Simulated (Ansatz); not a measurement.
The system is HgTe (Coloradoite).

```
CELL_PARAMETERS angstrom
0.00000 3.21450 3.21450
3.21450 0.00000 3.21450
3.21450 3.21450 0.00000
ATOMIC_POSITIONS crystal
Hg 0.00000 0.00000 0.00000
Te 0.75000 0.75000 0.75000
```

| Quantity | Value |
| --- | --- |
| Program | Ansatz 0.2.0 |
| Task | relaxation of cell and atoms |
| Functional | PBEsol |
| Potentials or basis | Ansatz PAW |
| Cutoff | 420 eV (not typed: the program's choice for these potentials) |
| k mesh | 7 × 7 × 7 |
| Occupations | fermi-dirac, width 0.05 eV |
| Spin | no spin polarisation |

At the start: volume 33.22 Å³/atom.

**Question.** Where does the relaxation end?

**Answer.** It ends after 5 steps and the volume is 34.50 Å³/atom (+3.9 %); space group F-43m (No. 216, to 0.05 Å).

The path:
| step | energy change (eV) | largest force (eV/Å) | volume (Å³) |
| --- | --- | --- | --- |
| 1 | 0.0000 | 0.0000 | 66.43 |
| 2 | -0.0081 | 0.0000 | 70.64 |
| 3 | -0.0131 | 0.0000 | 69.14 |
| 4 | -0.0132 | 0.0000 | 69.01 |
| 5 | -0.0136 | 0.0000 | 69.01 |

Final structure:
```cif
data_structure
_symmetry_space_group_name_H-M 'P 1'
_symmetry_Int_Tables_number 1
_cell_length_a 4.6040
_cell_length_b 4.6040
_cell_length_c 4.6040
_cell_angle_alpha 60.000
_cell_angle_beta 60.000
_cell_angle_gamma 60.000
_cell_volume 69.01
loop_
_atom_site_label
_atom_site_type_symbol
_atom_site_fract_x
_atom_site_fract_y
_atom_site_fract_z
_atom_site_occupancy
Hg1 Hg 0.00000 0.00000 0.00000 1
Te1 Te 0.75000 0.75000 0.75000 1
```

Caveat: the plane-wave basis is chosen anew once the cell has moved, so the energies of steps on either side of that aren't comparable; the PAW data sets come from PBE, with cores solved anew for the run's functional, which leaves a small shift of forces and pressure.
